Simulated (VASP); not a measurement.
The system is GaP.

```
Ga P
1.0
     0.00000    2.71842    2.71842
     2.71842    0.00000    2.71842
     2.71842    2.71842    0.00000
Ga P
1 1
Cartesian
  0.0000 0.0000 0.0000
  1.3592 1.3592 1.3592
```

Base run:

```yaml
Program: VASP 6.6.1
Functional: PBE-EpsX
Potentials_or_basis: VASP PAW PBE potentials, release 64 (Ga_d, P)
Cutoff: 520 eV
k_mesh: 6 × 6 × 6
Occupations: gaussian, width 0.03 eV
Spin: no spin polarisation
```

Its results: band gap on the k mesh 2.10 eV, indirect (least direct gap 2.46 eV); pressure 2.4 GPa.

**Question.** After a change of settings the same cell gave: band gap on the k mesh 2.95 eV, indirect (least direct gap 3.52 eV); pressure 1.0 GPa. Which change was it?
A. functional from PBE-EpsX to PBE
B. functional from PBE-EpsX to HSE06
C. functional from PBE-EpsX to PBE0

**Answer.** C.

Caveats: the PAW data sets were made with another functional, which shifts forces and pressure a little.
